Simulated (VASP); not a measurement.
**MgSe under changes of volume**

One of the cells (20.326 Å³/atom); the others are scaled copies at fixed shape and fractional positions:

```
CELL_PARAMETERS angstrom
0.00000 2.72907 2.72907
2.72907 0.00000 2.72907
2.72907 2.72907 0.00000
ATOMIC_POSITIONS crystal
Se 0.50000 0.50000 0.50000
Mg 0.00000 0.00000 0.00000
```

- Program: VASP 6.6.1
- Functional: HSE06
- Potentials or basis: VASP PAW PBE potentials, release 64 (Se, Mg)
- Cutoff: 520 eV
- k mesh: 6 × 6 × 6
- Occupations: gaussian, width 0.02 eV
- Spin: no spin polarisation

```tsv
volume (Å³/atom)	energy over the lowest point (meV/atom)	pressure (GPa)	gap on the mesh (eV)
19.513	?	?	?
19.919	1.54	1.4	2.70
20.326	0.00	0.0	2.66
20.732	1.75	-1.3	2.62
21.139	6.57	-2.5	2.58
```

**Question.** What does the run at 19.513 Å³/atom give?

**Answer.** Energy over the lowest point 6.99 meV/atom; pressure 2.9 GPa; gap on the mesh 2.74 eV.

Worked out: A Birch-Murnaghan fit of order 2 (a polynomial in V^(-2/3)) to the other rows has its minimum at 20.31 Å³/atom with B0 = V·E''(V) = 66 GPa. It gives 6.78 meV/atom at 19.513 Å³/atom, against the run's 6.99, and -dE/dV = 2.8 GPa, against 2.9. A straight line through the other rows of the gap, of slope -2.02 eV per unit of ln V, extrapolates to 2.74 eV, against the run's 2.74.

Energies are extrapolated to zero smearing.

Caveats: the PAW data sets were made with another functional, which shifts forces and pressure a little.

A mesh can miss the band edges. Spin-orbit coupling on Se is left out.
